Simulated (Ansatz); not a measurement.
A calculation with Ansatz 0.2.0 of Si2Ni (ASE script, structure from a P1 CIF):

The input run.py:

```python
import json

import ase.io
import numpy as np

import ansatz as az

atoms = ase.io.read("Si2Ni.cif")
atoms.info.pop("occupancy", None)
atoms.set_initial_magnetic_moments([1.0, 0.0, 0.0])

calculation = (
    az.Crystal.from_ase(atoms)
    .calculation()
    .kpoints(9, 9, 9)
    .functional("pbe")
    .pseudopotentials(kind="nc")
    .hubbard(projectors="atomic", double_counting="fll")
    .hubbard("Ni", "d", u_eff=3.5)
    .spin("collinear")
    .occupations(method="cold", width=0.025)
    .forces()
    .stress()
    .band_table(publish=True)
)
outcome = calculation.run(threads=2, events_out="events.jsonl")

report = outcome.report
for line in open("events.jsonl"):
    event = json.loads(line)
    if event["event"] == "scf_iter":
        d = event["data"]
        print(f"SCF {d['iter']:3d}  HF = {d['harris_foulkes_ev']:.6f} eV  dr2 = {d['dr2_ev']:.2e} eV")
    elif event["event"] in ("relax_step", "md_step"):
        d = event["data"]
        print(f"{event['event']} {d['step']:3d}  E = {d['lagrangian_ev']:.6f} eV")
np.set_printoptions(precision=5, suppress=True, linewidth=110)
print("converged:", report["converged"], "after", report["n_iterations"], "iterations")
print(f"free energy {report['free_energy_ev']:.6f} eV, Fermi level {report['fermi_energy_ev']:.4f} eV")
for key in ("band_edges_ev", "magnetization_mub", "site_moments_mub", "site_moments_nc_mub", "forces_ev_ang",
                "stress_gpa"):
    if report.get(key) is not None:
        print(key, np.array(report[key]), sep="\n")
```

Contents of Si2Ni.cif:

```cif
data_Si2Ni
_cell_length_a 3.82261926
_cell_length_b 3.82261926
_cell_length_c 3.82261926
_cell_angle_alpha 60.00000000
_cell_angle_beta 60.00000000
_cell_angle_gamma 60.00000000
_space_group_name_H-M_alt 'P1'
_space_group_name_Hall 'P 1'
_space_group_IT_number 1
loop_
_space_group_symop_operation_xyz
'x,y,z'
loop_
_atom_site_label
_atom_site_type_symbol
_atom_site_symmetry_multiplicity
_atom_site_Wyckoff_symbol
_atom_site_fract_x
_atom_site_fract_y
_atom_site_fract_z
_atom_site_occupancy
Ni1 Ni 1 a 0.0000000000 0.0000000000 0.0000000000 1
Si1 Si 1 a 0.7500000000 0.7500000000 0.7500000000 1
Si2 Si 1 a 0.2500000000 0.2500000000 0.2500000000 1
```

Potentials or basis: Ansatz NC.

Run with:

```sh
$ python run.py
```

Problem. Write the same calculation in another form: native input, structure typed inline.

Solution. As run:

Contents of input.yaml:

```yaml
crystal:
  lattice:
    - [3.82261926, 0.0, 0.0]
    - [1.91130963, 3.3104853882, 0.0]
    - [1.91130963, 1.1034951294, 3.121155556]
  atoms:
    - { symbol: Ni, position: [0.0, 0.0, 0.0], spin: 1.0 }
    - { symbol: Si, position: [0.75, 0.75, 0.75] }
    - { symbol: Si, position: [0.25, 0.25, 0.25] }
hamiltonian:
  xc: pbe
  pseudopotentials: { kind: nc }
  hubbard:
    sites: [{ species: Ni, l: d, u_eff: 3.5 }]
    projectors: atomic
    double_counting: fll
magnetization:
  spin_polarized: true
kpoints:
  mp_grid: { grid: [9, 9, 9] }
scf:
  occupations: { method: cold, width: 0.025 }
output:
  forces: true
  stress: true
  eigenvalues: true
```

Potentials or basis: Ansatz NC.

Run with:

```sh
$ ansatz run input.yaml --threads 2 --pin off --max-ram 5120MiB --backend cpu --events-out ev --progress --plain --runs-dir out
```

Both were run:

|  | ASE script, structure from a P1 CIF | native input, structure typed inline |
| --- | --- | --- |
| Pressure | 2.6 GPa | 2.6 GPa |
| Band gap on the k mesh | none (metal or under the smearing width) | none (metal or under the smearing width) |
| Net moment | 0.00 μB per cell | 0.00 μB per cell |
| Absolute moment | 0.00 μB per cell | 0.00 μB per cell |

Keys that steer only the numerical path or the files written may differ.

Caveat: the magnetic or orbital state may not be the lowest; the U is typed as a test and isn't derived for this compound; the starting moments weren't kept.
